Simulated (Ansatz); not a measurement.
What does Ansatz print for the nuclei with this input?

The cell is a Materials Project structure (computed, not necessarily an observed phase), relaxed with PBE at fixed cell and then changed (atom 1 (Zn) moved by 0.15 Å).

```yaml
crystal:
  lattice:
    - [3.8050880673, 0.0, 0.0]
    - [-1.9025440336, 3.2953029299, 0.0]
    - [0.0, 0.0, 24.9159345]
  atoms:
    - { symbol: Zn, position: [0.3560930011, 0.7121860023, 0.12511841] }
    - { symbol: Zn, position: [0.0, 0.0, 0.00015897] }
    - { symbol: Zn, position: [0.6666666667, 0.3333333333, 0.62504747] }
    - { symbol: Zn, position: [0.6666666667, 0.3333333333, 0.8751387] }
    - { symbol: Zn, position: [0.0, 0.0, 0.75002227] }
    - { symbol: Zn, position: [0.3333333333, 0.6666666667, 0.50007816] }
    - { symbol: Zn, position: [0.0, 0.0, 0.37508794] }
    - { symbol: Zn, position: [0.6666666667, 0.3333333333, 0.25012849] }
    - { symbol: S, position: [0.6666666667, 0.3333333333, 0.34372199] }
    - { symbol: S, position: [0.6666666667, 0.3333333333, 0.71858116] }
    - { symbol: S, position: [0.3333333333, 0.6666666667, 0.21873405] }
    - { symbol: S, position: [0.0, 0.0, 0.84367239] }
    - { symbol: S, position: [0.6666666667, 0.3333333333, 0.96881275] }
    - { symbol: S, position: [0.0, 0.0, 0.09372606] }
    - { symbol: S, position: [0.3333333333, 0.6666666667, 0.59368598] }
    - { symbol: S, position: [0.0, 0.0, 0.46868621] }
kpoints:
  mp_grid: { grid: [8, 8, 2] }
scf:
  occupations: { method: fermi_dirac, width: 0.02 }
hamiltonian:
  xc: pbe
  pseudopotentials: { kind: paw }
output:
  forces: true
  stress: true
  populations: true
  efg:
    quadrupole_moments_barn: { Zn: 0.122, S: -0.0694 }
    contact_densities: true
```

```sh
ansatz run input.yaml --threads 1 --pin off --max-ram 3072MiB --backend cpu --events-out ev --progress --plain --runs-dir out
```

Of the output, the block on the nuclei alone is shown; the set-up, the SCF iterations, energies, forces and stress are cut. One atom of each set with nearly equal values is shown.

```
--- PAW observables at the nuclei: V_zz in 10²¹ V/m², potentials from the cell's mean, atoms counted from 1 ---
  atom   1  Zn V_zz =    +4.133996   η = 0.5949   by run symmetry: allowed   C_q = +12.1951 MHz
            electrostatic potential = -3941.686090 V   contact ρ = 166604.820047 e/Å³
  atom   2  Zn V_zz =    -0.087151   η = 0.3682   by run symmetry: allowed   C_q = -0.2571 MHz
            electrostatic potential = -3941.721574 V   contact ρ = 166603.952247 e/Å³
  atom   3  Zn V_zz =    -0.007606   η = 0.0676   by run symmetry: allowed   C_q = -0.0224 MHz
            electrostatic potential = -3941.701561 V   contact ρ = 166604.105954 e/Å³
  atom   4  Zn V_zz =    -0.056790   η = 0.0012   by run symmetry: allowed   C_q = -0.1675 MHz
            electrostatic potential = -3941.711118 V   contact ρ = 166603.864761 e/Å³
  atom   5  Zn V_zz =    -0.090429   η = 0.0034   by run symmetry: allowed   C_q = -0.2668 MHz
            electrostatic potential = -3941.699033 V   contact ρ = 166604.025193 e/Å³
  atom   6  Zn V_zz =    +0.001080   η = 0.5004   by run symmetry: allowed   C_q = +0.0032 MHz
            electrostatic potential = -3941.705410 V   contact ρ = 166604.103580 e/Å³
  atom   7  Zn V_zz =    -0.009879   η = 0.0813   by run symmetry: allowed   C_q = -0.0291 MHz
            electrostatic potential = -3941.707667 V   contact ρ = 166604.110047 e/Å³
  atom   8  Zn V_zz =    +0.124148   η = 0.8864   by run symmetry: allowed   C_q = +0.3662 MHz
            electrostatic potential = -3941.711683 V   contact ρ = 166604.104950 e/Å³
  atom   9  S  V_zz =    +0.086285   η = 0.2681   by run symmetry: allowed   C_q = -0.1448 MHz
            electrostatic potential = -1633.166965 V   contact ρ = 19764.963144 e/Å³
  atom  10  S  V_zz =    +0.126669   η = 0.0115   by run symmetry: allowed   C_q = -0.2126 MHz
            electrostatic potential = -1633.158806 V   contact ρ = 19764.937179 e/Å³
  atom  11  S  V_zz =    +0.521445   η = 0.5116   by run symmetry: allowed   C_q = -0.8750 MHz
            electrostatic potential = -1633.170127 V   contact ρ = 19764.983892 e/Å³
  atom  12  S  V_zz =    +0.291093   η = 0.0274   by run symmetry: allowed   C_q = -0.4885 MHz
            electrostatic potential = -1633.178934 V   contact ρ = 19764.924873 e/Å³
  atom  13  S  V_zz =    +0.250860   η = 0.1978   by run symmetry: allowed   C_q = -0.4210 MHz
            electrostatic potential = -1633.185573 V   contact ρ = 19764.945396 e/Å³
  atom  14  S  V_zz =    -1.684375   η = 0.5934   by run symmetry: allowed   C_q = +2.8265 MHz
            electrostatic potential = -1633.194701 V   contact ρ = 19764.869848 e/Å³
  atom  15  S  V_zz =    +0.084917   η = 0.0145   by run symmetry: allowed   C_q = -0.1425 MHz
            electrostatic potential = -1633.161651 V   contact ρ = 19764.961272 e/Å³
  atom  16  S  V_zz =    +0.088507   η = 0.0031   by run symmetry: allowed   C_q = -0.1485 MHz
            electrostatic potential = -1633.165155 V   contact ρ = 19764.964874 e/Å³
```

Hardware: 1 thread of Arm Neoverse V1 (aarch64; 8 cores open to the job, memory cap 3.0 GiB, no GPU), a shared host with a load of 0.4 a core. Wall time 2.9 min, CPU time 2.9 min, peak memory 1 GiB.

The atoms aren't relaxed after the move (largest force 0.7 eV/Å).
